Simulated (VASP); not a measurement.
Input of a VASP 6.6.1 run:

Contents of INCAR:

```
PREC = Accurate
ENCUT = 600
EDIFF = 1E-7
ISMEAR = 0
SIGMA = 0.03
LREAL = False
LASPH = True
NELM = 80
ALGO = Normal
ISIF = 3
LWAVE = False
LCHARG = False
GGA = CA
IBRION = 2
NSW = 90
EDIFFG = -0.005
```

Contents of KPOINTS:

```
Automatic mesh
0
Gamma
  10 10 10
```

POSCAR

```
SnTe                                    
1.0
   -0.0000000000      3.1195685553      3.1195685553
    3.1195685553      0.0000000000      3.1195685553
    3.1195685553      3.1195685553      0.0000000000
  Sn              Te            
     1     1
Direct
     0.0000000000000000    0.0000000000000000    0.0000000000000000
     0.5000000000000000    0.5000000000000000    0.5000000000000000
```

Potentials or basis: VASP PAW LDA potentials, release 64 (Sn_d, Te).

The run is started by

```console
$ cat potpaw_LDA.64/Sn_d/POTCAR potpaw_LDA.64/Te/POTCAR > POTCAR
$ mpirun -np 1 vasp_std > vasp.out
```

(1) Predict the band gap on the k mesh.

Results:

(1) 0.21 eV, direct.

Caveat: the relaxation stopped at its first step, so nothing moved; spin-orbit coupling is left out, which moves the levels of the heavy elements.
